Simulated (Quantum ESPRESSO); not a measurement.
# Sb (Im-3m) in Quantum ESPRESSO: reference runs, part 2 of 2

Quantum ESPRESSO 7.5. Earlier steps stand in the parts before.

### 3 Single point, PBEsol (cell strained at random at fixed volume)

The input, pw.in:

```
&CONTROL
  calculation = 'scf'
  prefix = 'pwscf'
  outdir = './tmp'
  pseudo_dir = './pseudo'
  tprnfor = .true.
  tstress = .true.
  disk_io = 'nowf'
/
&SYSTEM
  ibrav = 0
  nat = 1
  ntyp = 1
  ecutwfc = 45
  ecutrho = 360
  nbnd = 13
  occupations = 'smearing'
  smearing = 'fd'
  degauss = 0.00367493
/
&ELECTRONS
  conv_thr = 2d-10
  electron_maxstep = 120
  mixing_beta = 0.5
/
ATOMIC_SPECIES
Sb   121.7600 sb_pbesol_v1.4.uspp.F.UPF
CELL_PARAMETERS angstrom
  -1.9116750000    1.8985960000    1.9109740000
   1.8664480000   -1.9242180000    1.8913690000
   1.8258330000    1.8383760000   -1.9365960000
ATOMIC_POSITIONS crystal
Sb     0.0066800000    0.0021220000    0.0177370000
K_POINTS automatic
10 10 10 0 0 0
```

Potentials or basis: GBRV 1.5 PBEsol.

Run with:

```
$ OMP_NUM_THREADS=1 mpirun -n 2 pw.x -nk 2 -in pw.in > pw.out
```

pw.out:

```text
This program is part of the open-source Quantum ESPRESSO suite
     for quantum simulation of materials; please cite
[... 10 lines left out ...]
     --------------------
     sticks:   dense  smooth     PW     G-vecs:    dense   smooth      PW
     Sum        1043     529    203                20387     7223    1705

     Using Slab Decomposition

     bravais-lattice index     =            0
     lattice parameter (alat)  =       6.2421  a.u.
     unit-cell volume          =     176.8950 (a.u.)^3
     number of atoms/cell      =            1
     number of atomic types    =            1
     number of electrons       =        15.00
     number of Kohn-Sham states=           13
     kinetic-energy cutoff     =      45.0000  Ry
     charge density cutoff     =     360.0000  Ry
     scf convergence threshold =      2.0E-10
     mixing beta               =       0.5000
     number of iterations used =            8  plain     mixing
     Exchange-correlation= SLA  PW   PSX  PSC
                           (   1   4  10   8   0   0   0)

     celldm(1)=   6.242103  celldm(2)=   0.000000  celldm(3)=   0.000000
     celldm(4)=   0.000000  celldm(5)=   0.000000  celldm(6)=   0.000000

     crystal axes: (cart. coord. in units of alat)
               a(1) = (  -0.578738   0.574778   0.578526 )
               a(2) = (   0.565046  -0.582535   0.572591 )
               a(3) = (   0.552750   0.556548  -0.586283 )

     reciprocal axes: (cart. coord. in units 2 pi/alat)
               b(1) = (  0.031426  0.890640  0.875097 )
               b(2) = (  0.906017  0.026844  0.879679 )
               b(3) = (  0.915868  0.905073  0.016993 )

     PseudoPot. # 1 for Sb read from file:
     sb_pbesol_v1.4.uspp.F.UPF
     Pseudo is Ultrasoft + core correction, Zval = 15.0
     Generated by new atomic code, or converted to UPF format
     Using radial grid of  891 points,  6 beta functions with:
                l(1) =   0
                l(2) =   0
                l(3) =   1
                l(4) =   1
                l(5) =   2
                l(6) =   2
     Q(r) pseudized with  8 coefficients,  rinner =    1.350   1.350   1.350
                                                       1.350   1.350

     atomic species   valence    mass     pseudopotential
     Sb               15.00   121.76000     Sb( 1.00)

     No symmetry found

   Cartesian axes

     site n.     atom                  positions (alat units)
         1        Sb     tau(   1) = (   0.0071372   0.0124749  -0.0053193  )

     number of k points=   504  Fermi-Dirac smearing, width (Ry)=  0.0037

     Number of k-points >= 100: set verbosity='high' to print them.

     Dense  grid:    20387 G-vectors     FFT dimensions: (  40,  40,  40)

     Smooth grid:     7223 G-vectors     FFT dimensions: (  27,  27,  27)

     Check: negative core charge=   -0.000003

     Initial potential from superposition of free atoms

     starting charge      14.0000, renormalised to      15.0000
     Starting wfcs are    9 randomized atomic wfcs +    4 random wfcs

     Self-consistent Calculation

     iteration #  1     ecut=    45.00 Ry     beta= 0.50
     Davidson diagonalization with overlap
     ethr =  1.00E-02,  avg # of iterations =  5.6

     total energy              =    -184.38631456 Ry
     estimated scf accuracy    <       1.00453805 Ry

     iteration #  2     ecut=    45.00 Ry     beta= 0.50
     Davidson diagonalization with overlap
     ethr =  6.70E-03,  avg # of iterations =  2.0

     total energy              =    -184.58572710 Ry
     estimated scf accuracy    <       0.01159255 Ry

     iteration #  3     ecut=    45.00 Ry     beta= 0.50
     Davidson diagonalization with overlap
     ethr =  7.73E-05,  avg # of iterations =  3.1

     total energy              =    -184.58643800 Ry
     estimated scf accuracy    <       0.00132599 Ry

     iteration #  4     ecut=    45.00 Ry     beta= 0.50
     Davidson diagonalization with overlap
     ethr =  8.84E-06,  avg # of iterations =  2.4

     total energy              =    -184.58654236 Ry
     estimated scf accuracy    <       0.00000716 Ry

     iteration #  5     ecut=    45.00 Ry     beta= 0.50
     Davidson diagonalization with overlap
     ethr =  4.78E-08,  avg # of iterations =  3.1

     total energy              =    -184.58654655 Ry
     estimated scf accuracy    <       0.00000063 Ry

     iteration #  6     ecut=    45.00 Ry     beta= 0.50
     Davidson diagonalization with overlap
     ethr =  4.21E-09,  avg # of iterations =  2.0

     total energy              =    -184.58654664 Ry
     estimated scf accuracy    <          7.5E-09 Ry

     iteration #  7     ecut=    45.00 Ry     beta= 0.50
     Davidson diagonalization with overlap
     ethr =  4.99E-11,  avg # of iterations =  2.2

     total energy              =    -184.58654665 Ry
     estimated scf accuracy    <          5.1E-10 Ry

     iteration #  8     ecut=    45.00 Ry     beta= 0.50
     Davidson diagonalization with overlap
     ethr =  3.41E-12,  avg # of iterations =  2.0

     End of self-consistent calculation

     Number of k-points >= 100: set verbosity='high' to print the bands.

     the Fermi energy is    12.0501 ev

!    total energy              =    -184.58654665 Ry
     estimated scf accuracy    <          1.9E-10 Ry
     smearing contrib. (-TS)   =      -0.00049634 Ry
     internal energy E=F+TS    =    -184.58605031 Ry

     The total energy is F=E-TS. E is the sum of the following terms:
     one-electron contribution =     -69.37825713 Ry
     hartree contribution      =      44.12290958 Ry
     xc contribution           =     -43.59220385 Ry
     ewald contribution        =    -115.73849892 Ry

     convergence has been achieved in   8 iterations

     Forces acting on atoms (cartesian axes, Ry/au):

     atom    1 type  1   force =     0.00000000    0.00000000    0.00000000

     Total force =     0.000000     Total SCF correction =     0.000000

     Computing stress (Cartesian axis) and pressure

          total   stress  (Ry/bohr**3)                   (kbar)     P=       -2.95
  -0.00003686   0.00006901   0.00004535           -5.42       10.15        6.67
   0.00006901  -0.00001803   0.00005821           10.15       -2.65        8.56
   0.00004535   0.00005821  -0.00000537            6.67        8.56       -0.79

=------------------------------------------------------------------------------=
   JOB DONE.
=------------------------------------------------------------------------------=
```

Wall time 23 s (2 MPI ranks of AMD EPYC 9R45 (Zen 5), shared host); peak memory 0.26 GiB.

What came out:

```yaml
Free_energy: -2511.4279 eV
Pressure: -0.3 GPa
Band_gap_on_the_k_mesh: none (metal or under the smearing width)
```

Levels at points of the mesh, in eV from the Fermi level:
| k point | band 6 | band 7 | band 8 | band 9 | band 10 | band 11 |
| --- | --- | --- | --- | --- | --- | --- |
| (0.00, 0.00, 0.00) | -13.07 | 5.30 | 5.48 | 6.19 | 10.95 | 11.37 |
| (0.00, 0.00, -0.50) | -8.41 | -5.63 | 1.24 | 3.44 | 6.05 | 6.82 |
| (0.00, -0.50, 0.00) | -8.67 | -5.73 | 1.57 | 3.84 | 6.35 | 7.29 |
| (0.00, -0.50, -0.50) | -9.06 | -5.81 | 1.84 | 4.33 | 6.45 | 7.97 |
| (-0.50, 0.00, 0.00) | -8.82 | -5.78 | 1.82 | 4.05 | 6.66 | 7.47 |
| (-0.50, 0.00, -0.50) | -9.06 | -5.80 | 1.82 | 4.13 | 6.43 | 7.73 |
| (-0.50, -0.50, 0.00) | -9.12 | -5.79 | 1.88 | 3.83 | 6.51 | 7.33 |
| (-0.50, -0.50, -0.50) | -5.50 | -2.41 | -2.08 | -1.61 | 2.85 | 3.07 |

The run has no spin-orbit coupling, so splittings on Sb are missing.
